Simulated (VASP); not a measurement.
# Mg2Si (Fm-3m) in VASP: band structure with PBEsol

Aim: the band structure of Mg2Si with PBEsol.

All numbers are computed with VASP 6.6.1; they aren't measurements. Logs are shortened: lines on timing, memory, paths and dates and some standing lists are left out, and cuts for length are marked.

### Step 1. The crystal as given

The structure is cubic, space group Fm-3m (No. 225). The conventional cell has a = 6.324 Å, b = 6.324 Å, c = 6.324 Å, α = 90.00°, β = 90.00°, γ = 90.00°. Si (site symmetry m-3m) is surrounded by 8 Mg at 2.74 Å. Mg (site symmetry -43m) has 4 Si at 2.74 Å as nearest neighbours.

The cell was built by a generator and needn't be a form met in nature.

### Step 2. Band structure, PBEsol

The input, INCAR:

```
SYSTEM = Mg2Si
PREC = Accurate
ENCUT = 520
EDIFF = 1E-7
ISMEAR = 0
SIGMA = 0.02
LREAL = .FALSE.
LASPH = .TRUE.
NELM = 60
ALGO = Normal
ISIF = 2
LWAVE = .FALSE.
LCHARG = .FALSE.
GGA = PS
NBANDS = 11
```

The input, KPOINTS:

```
regular mesh
0
G
  8 8 8
  0 0 0
```

The input, POSCAR:

```
Mg2Si                                   
1.0
   -0.0000000000      3.1620863779      3.1620863779
    3.1620863779     -0.0000000000      3.1620863779
    3.1620863779      3.1620863779      0.0000000000
  Si              Mg            
     1     2
Direct
     0.0000000000000000    1.0000000000000000    1.0000000000000000
     0.2500000000000000    0.2500000000000000    0.2500000000000000
     0.7500000000000000    0.7500000000000000    0.7500000000000000
```

The input, KPOINTS_OPT:

```
path GXWKGLUWLK,UX
15
line-mode
reciprocal
 0.0000000000  0.0000000000  0.0000000000  G
 0.5000000000  0.0000000000  0.5000000000  X

 0.5000000000  0.0000000000  0.5000000000  X
 0.5000000000  0.2500000000  0.7500000000  W

 0.5000000000  0.2500000000  0.7500000000  W
 0.3750000000  0.3750000000  0.7500000000  K

 0.3750000000  0.3750000000  0.7500000000  K
 0.0000000000  0.0000000000  0.0000000000  G

 0.0000000000  0.0000000000  0.0000000000  G
 0.5000000000  0.5000000000  0.5000000000  L

 0.5000000000  0.5000000000  0.5000000000  L
 0.6250000000  0.2500000000  0.6250000000  U

 0.6250000000  0.2500000000  0.6250000000  U
 0.5000000000  0.2500000000  0.7500000000  W

 0.5000000000  0.2500000000  0.7500000000  W
 0.5000000000  0.5000000000  0.5000000000  L

 0.5000000000  0.5000000000  0.5000000000  L
 0.3750000000  0.3750000000  0.7500000000  K

 0.6250000000  0.2500000000  0.6250000000  U
 0.5000000000  0.0000000000  0.5000000000  X
```

Potentials or basis: VASP PAW PBE potentials, release 64 (Si, Mg).

Launch:

```console
$ cat potpaw_PBE.64/Si/POTCAR potpaw_PBE.64/Mg/POTCAR > POTCAR
$ mpirun -np 1 vasp_std > vasp.out
```

OUTCAR:

```text
SYSTEM = Mg2Si
   PREC = Accurate
   ENCUT = 520
   EDIFF = 1E-7
   ISMEAR = 0
   LREAL = .FALSE.
   LASPH = .TRUE.
   NELM = 60
   ISIF = 2
   GGA = PS

 ion  position               nearest neighbor table
   1  0.000  0.000  0.000-   2 2.74   3 2.74   3 2.74   3 2.74   3 2.74   2 2.74   2 2.74   2 2.74

   2  0.250  0.250  0.250-   1 2.74   1 2.74   1 2.74   1 2.74   3 3.16   3 3.16   3 3.16   3 3.16
                             3 3.16   3 3.16
   3  0.750  0.750  0.750-   1 2.74   1 2.74   1 2.74   1 2.74   2 3.16   2 3.16   2 3.16   2 3.16
                             2 3.16   2 3.16

  LATTYP: Found a face centered cubic cell.
 ALAT       =     6.3241727558

  Lattice vectors:

 A1 = (   0.0000000000,   3.1620863779,   3.1620863779)
 A2 = (   3.1620863779,   0.0000000000,   3.1620863779)
 A3 = (   3.1620863779,   3.1620863779,   0.0000000000)

Analysis of symmetry for initial positions (statically):
=====================================================================
 Subroutine PRICEL returns:
 Original cell was already a primitive cell.

 Routine SETGRP: Setting up the symmetry group for a
 face centered cubic supercell.

 Subroutine GETGRP returns: Found 48 space group operations
 (whereof 48 operations were pure point group operations)
 out of a pool of 48 trial point group operations.

The static configuration has the point symmetry O_h .

Analysis of symmetry for dynamics (positions and initial velocities):
=====================================================================
 Subroutine PRICEL returns:
 Original cell was already a primitive cell.

 Routine SETGRP: Setting up the symmetry group for a
 face centered cubic supercell.

 Subroutine GETGRP returns: Found 48 space group operations
 (whereof 48 operations were pure point group operations)
 out of a pool of 48 trial point group operations.

The dynamic configuration has the point symmetry O_h .

 Subroutine INISYM returns: Found 48 space group operations
 (whereof 48 operations are pure point group operations),
 and found     1 'primitive' translations

----------------------------------------------------------------------------------------

                                     Primitive cell

  volume of cell :      63.2341

  direct lattice vectors                    reciprocal lattice vectors
     0.000000000  3.162086378  3.162086378    -0.158123448  0.158123448  0.158123448
     3.162086378  0.000000000  3.162086378     0.158123448 -0.158123448  0.158123448
     3.162086378  3.162086378  0.000000000     0.158123448  0.158123448 -0.158123448

  length of vectors
     4.471865441  4.471865441  4.471865441     0.273877845  0.273877845  0.273877845

  position of ions in fractional coordinates (direct lattice)
     0.000000000  0.000000000  0.000000000
     0.250000000  0.250000000  0.250000000
     0.750000000  0.750000000  0.750000000

  ion indices of the primitive-cell ions
   primitive index   ion index
                 1           1
                 2           2
                 3           3

----------------------------------------------------------------------------------------

 KPOINTS: regular mesh

Automatic generation of k-mesh.
 Grid dimensions read from file:
 generate k-points for:    8    8    8

 Generating k-lattice:

  Cartesian coordinates                     Fractional coordinates (reciprocal lattice)
    -0.019765431  0.019765431  0.019765431     0.125000000  0.000000000  0.000000000
     0.019765431 -0.019765431  0.019765431     0.000000000  0.125000000  0.000000000
     0.019765431  0.019765431 -0.019765431     0.000000000  0.000000000  0.125000000

  Length of vectors
     0.034234731  0.034234731  0.034234731

  Shift w.r.t. Gamma in fractional coordinates (k-lattice)
     0.000000000  0.000000000  0.000000000

 Subroutine IBZKPT returns following result:
 ===========================================

 Found     29 irreducible k-points:

 Following reciprocal coordinates:
            Coordinates               Weight
  0.000000  0.000000  0.000000      1.000000
  0.125000  0.000000  0.000000      8.000000
  0.250000  0.000000  0.000000      8.000000
  0.375000  0.000000  0.000000      8.000000
  0.500000  0.000000  0.000000      4.000000
  0.125000  0.125000  0.000000      6.000000
[... 16 lines left out ...]
  0.500000  0.250000  0.125000     48.000000
 -0.375000  0.250000  0.125000     24.000000
 [... further k-points ...]
   k-points           NKPTS =     29   k-points in BZ     NKDIM =     29   number of bands    NBANDS=     11
   number of dos      NEDOS =    301   number of ions     NIONS =      3
   total plane-waves  NPLWV =  46656
   dimension x,y,z NGX =    36 NGY =   36 NGZ =   36
   dimension x,y,z NGXF=    72 NGYF=   72 NGZF=   72
   ions per type =               1   2
   NGX,Y,Z   is equivalent  to a cutoff of  13.38, 13.38, 13.38 a.u.
   NGXF,Y,Z  is equivalent  to a cutoff of  26.77, 26.77, 26.77 a.u.
 SYSTEM =  Mg2Si
   PREC   = accura    normal or accurate (medium, high low for compatibility)
   ISTART =      0    job   : 0-new  1-cont  2-samecut
   ICHARG =      2    charge: 1-file 2-atom 10-const
   ISPIN  =      1    spin polarized calculation?
   LNONCOLLINEAR =      F non collinear calculations
   LSORBIT =      F    spin-orbit coupling
   LASPH  =      T    aspherical Exc in radial PAW
   ENCUT  =  520.0 eV  38.22 Ry    6.18 a.u.   8.31  8.31  8.31*2*pi/ulx,y,z
   NELM   =     60;   NELMIN=  2; NELMDL= -5     # of ELM steps
   EDIFF  = 0.1E-06   stopping-criterion for ELM
   LREAL  =      F    real-space projection
   EDIFFG = 0.1E-05   stopping-criterion for IOM
   NSW    =      0    number of steps for IOM
   IBRION =     -1    ionic relax: 0-MD 1-quasi-New 2-CG
   NFREE  =      0    steps in history (QN), initial steepest desc. (CG)
   ISIF   =      2    stress and relaxation
   ISYM   =      2    0-nonsym 1-usesym 2-fastsym
   POTIM  = 0.5000    time-step for ionic-motion
   TEBEG  =    0.0;   TEEND  =   0.0 temperature during run
   PSTRESS=    0.0 pullay stress
   NELECT =       8.0000    total number of electrons
   NUPDOWN=      -1.0000    fix difference up-down
   EMIN   =  10.00;   EMAX   =-10.00  energy-range for DOS
   EFERMI =   0.00;   METHOD = LEGACY
   ISMEAR =     0;   SIGMA  =   0.02  broadening in eV -4-tet -1-fermi 0-gaus
   EFERMI_NEDOS =   21; number of points for ismear=-14 and -15
   IALGO  =     38    algorithm
   IMIX   =      4    mixing-type and parameters
     AMIX     =   0.40;   BMIX     =  1.00
     AMIX_MAG =   1.60;   BMIX_MAG =  1.00
  volume/ion in A,a.u.               =      21.08       142.24
  Fermi-wavevector in a.u.,A,eV,Ry     =   0.821841  1.553054  9.189681  0.675423
  Thomas-Fermi vector in A             =   1.933071
   LORBIT       =      0    0 simple, 1 ext, 2 COOP (PROOUT), +10 PAW based schemes
   GGA     = PS    functional components
   LHFCALC =     F    Hartree Fock is set to
   AEXX    =    0.0000 exact exchange contribution
   IVDW    =     0    specifies the selected vdW correction
   LEPSILON=     F    determine dielectric tensor
   LRPA    =     F    only Hartree local field effects (RPA)
 non-spin polarized calculation
 Gauss-broadening in eV      SIGMA  =   0.02
  energy-cutoff  :      520.00
  volume of cell :       63.23
 maximum number of plane-waves:      1727
 NGX is ok and might be reduce to    36
   NGX = 17   NGY = 17   NGZ = 17

 number of electron       8.0000000 magnetization

 Free energy of the ion-electron system (eV)
  ---------------------------------------------------
  ext. energy  EPLUGINS =         0.00000000
  ---------------------------------------------------
  free energy    TOTEN  =        -9.66898673 eV

  energy without entropy =       -9.66898665  energy(sigma->0) =       -9.66898669

 E-fermi :   3.6848     XC(G=0):  -8.9167

 val. band max:        3.6304102247   @ k =   0.0000   0.0000   0.0000
 cond. band min:       3.7392511803   @ k =   0.5000   0.5000   0.0000
 fundamental gap:      0.1088409557
 Fermi energy:         3.6848306479

 k-point     1 :       0.0000    0.0000    0.0000
  band No.  band energies     occupation
      1      -5.5444      2.00000
      2       3.6304      1.99988
      3       3.6304      1.99988
      4       3.6304      1.99988
      5       5.5189      0.00000
      6       6.1898      0.00000
      7       6.1898      0.00000
      8       6.1898      0.00000
      9       9.2649      0.00000
     10       9.2649      0.00000
     11      10.2331      0.00000

 k-point     2 :       0.1250    0.0000    0.0000
  band No.  band energies     occupation
      1      -5.4020      2.00000
      2       2.4670      2.00000
      3       3.4735      2.00000
      4       3.4735      2.00000
      5       5.6824      0.00000
      6       6.4668      0.00000
      7       6.4668      0.00000
      8       6.9412      0.00000
      9       8.6601      0.00000
     10       8.6601      0.00000
     11      10.3986      0.00000

 k-point     3 :       0.2500    0.0000    0.0000
  band No.  band energies     occupation
      1      -4.9960      2.00000
      2       0.8090      2.00000
      3       3.1948      2.00000
      4       3.1948      2.00000
      5       5.3078      0.00000
      6       6.6348      0.00000
      7       6.6348      0.00000
      8       8.4639      0.00000
      9       8.6551      0.00000
     10       8.6551      0.00000
     11       9.8408      0.00000
[... 267 lines left out ...]
 k-point    23 :       0.5000    0.2500    0.1250
  band No.  band energies     occupation
      1      -4.1252      2.00000
      2      -0.2891      2.00000
      3       1.2166      2.00000
      4       2.3190      2.00000
      5       5.7418      0.00000
      6       6.2940      0.00000
      7       7.2640      0.00000
      8       8.2785      0.00000
      9      10.0045      0.00000
     10      11.3826      0.00000
     11      11.8679      0.00000

 k-point    24 :      -0.3750    0.2500    0.1250
  band No.  band energies     occupation
      1      -3.8207      2.00000
      2      -0.8018      2.00000
      3       1.1213      2.00000
      4       2.1350      2.00000
      5       5.7451      0.00000
      6       6.0350      0.00000
      7       8.1507      0.00000
      8       8.6882      0.00000
      9       9.4860      0.00000
     10      11.1085      0.00000
     11      12.4550      0.00000

 [... further k-points ...]

------------------------ aborting loop because EDIFF is reached ----------------------------------------

  FORCE on cell =-STRESS in cart. coord.  units (eV):
  Direction    XX          YY          ZZ          XY          YZ          ZX
  --------------------------------------------------------------------------------------
  -------------------------------------------------------------------------------------
  Total        0.0041354      0.0041354      0.0041354      0.0000000      0.0000000      0.0000000
  in kB        0.1047787      0.1047787      0.1047787      0.0000000      0.0000000      0.0000000
  external PRESSURE =       0.1047787 kB  Pullay stress =       0.0000000 kB

 VOLUME and BASIS-vectors are now :
 -----------------------------------------------------------------------------
  energy-cutoff  :      520.00
  volume of cell :       63.23
      direct lattice vectors                 reciprocal lattice vectors
     0.000000000  3.162086378  3.162086378    -0.158123448  0.158123448  0.158123448
     3.162086378  0.000000000  3.162086378     0.158123448 -0.158123448  0.158123448
     3.162086378  3.162086378  0.000000000     0.158123448  0.158123448 -0.158123448

 POSITION                                       TOTAL-FORCE (eV/Angst)
 -----------------------------------------------------------------------------------
      0.00000      0.00000      0.00000         0.000000     -0.000000     -0.000000
      1.58104      1.58104      1.58104         0.000000      0.000000      0.000000
      4.74313      4.74313      4.74313        -0.000000     -0.000000     -0.000000
 -----------------------------------------------------------------------------------
    total drift:                               -0.000000     -0.000000     -0.000000

  FREE ENERGIE OF THE ION-ELECTRON SYSTEM (eV)
  ---------------------------------------------------
  free  energy   TOTEN  =        -9.6689867279 eV

  energy  without entropy=       -9.6689866474  energy(sigma->0) =       -9.66898669
```

Wall time 29 s (1 thread of Intel Xeon 6975P-C (Granite Rapids), shared host); peak memory 0.2 GiB.

Results:

```yaml
Free_energy: -9.6690 eV
Pressure: 0.0 GPa
Band_gap_on_the_k_mesh: 0.11 eV, indirect (least direct gap 1.89 eV)
Band_gap_along_the_path: 0.11 eV, indirect (least direct gap 1.89 eV)
```

Levels at the corners of the path, in eV from the valence-band top:
```
point  band 1  band 2  band 3  band 4  band 5  band 6  band 7  band 8  band 9
    Γ   -9.17    0.00    0.00    0.00    1.89    2.56    2.56    2.56    5.63
    X   -7.15   -4.48   -1.97   -1.97    0.11    0.41    7.95    7.95    8.45
    X   -7.15   -4.48   -1.97   -1.97    0.11    0.41    7.95    7.95    8.45
    W   -7.10   -3.64   -3.64   -2.72    2.62    3.59    3.59    3.89    8.49
    W   -7.10   -3.64   -3.64   -2.72    2.62    3.59    3.59    3.89    8.49
    K   -7.17   -4.05   -3.49   -1.65    0.65    2.97    5.85    6.13    6.14
    K   -7.17   -4.05   -3.49   -1.65    0.65    2.97    5.85    6.13    6.14
    Γ   -9.17    0.00    0.00    0.00    1.89    2.56    2.56    2.56    5.63
    Γ   -9.17    0.00    0.00    0.00    1.89    2.56    2.56    2.56    5.63
    L   -7.72   -4.82   -0.71   -0.71    1.29    2.52    2.52    4.94    8.01
    L   -7.72   -4.82   -0.71   -0.71    1.29    2.52    2.52    4.94    8.01
    U   -7.17   -4.05   -3.49   -1.65    0.65    2.97    5.85    6.13    6.14
    U   -7.17   -4.05   -3.49   -1.65    0.65    2.97    5.85    6.13    6.14
    W   -7.10   -3.64   -3.64   -2.72    2.62    3.59    3.59    3.89    8.49
    W   -7.10   -3.64   -3.64   -2.72    2.62    3.59    3.59    3.89    8.49
    L   -7.72   -4.82   -0.71   -0.71    1.29    2.52    2.52    4.94    8.01
    L   -7.72   -4.82   -0.71   -0.71    1.29    2.52    2.52    4.94    8.01
    K   -7.17   -4.05   -3.49   -1.65    0.65    2.97    5.85    6.13    6.14
    U   -7.17   -4.05   -3.49   -1.65    0.65    2.97    5.85    6.13    6.14
    X   -7.15   -4.48   -1.97   -1.97    0.11    0.41    7.95    7.95    8.45
```

Caveat: the PAW data sets were made with another functional, which shifts forces and pressure a little. A hybrid or GW would open this gap; PBEsol tends to underestimate it.
